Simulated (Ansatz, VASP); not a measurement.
Two plane-wave programs on Sr

```
Sr
1.0
     4.31000    0.00000    0.00000
    -2.15500    3.73257    0.00000
     0.00000    0.00000    7.05000
Sr
2
Cartesian
  0.0000 2.4884 1.7625
  2.1550 1.2442 5.2875
```

This isn't the form of Sr at room conditions, which is fcc.

Alike in both runs: task single point; functional r2SCAN; k mesh 3 × 3 × 2; occupations methfessel-paxton of order 1, width 0.1 eV; no spin polarisation.

|  | VASP | Ansatz |
| --- | --- | --- |
| version | VASP 6.6.1 | Ansatz 0.2.0 |
| potentials or method | VASP PAW PBE potentials, release 64 (Sr_sv) | plane waves, PAW |
| plane-wave cutoff (eV) | 520 | 503 |
| valence electrons in the cell | 20 | 20 |

|  | VASP | Ansatz | Ansatz less VASP |
| --- | --- | --- | --- |
| pressure (GPa) | 0.2 | 0.2 | -0.02 |
| largest component of the traceless stress (GPa) | 1.13 | 1.13 | -0.001 |

The functional is the same, so the differences come from potentials, cutoffs and numerics.

Caveats: the k mesh is coarse (spacing up to 0.56 Å⁻¹), so the values aren't converged; the PAW data sets were made with another functional, which shifts forces and pressure a little (VASP).
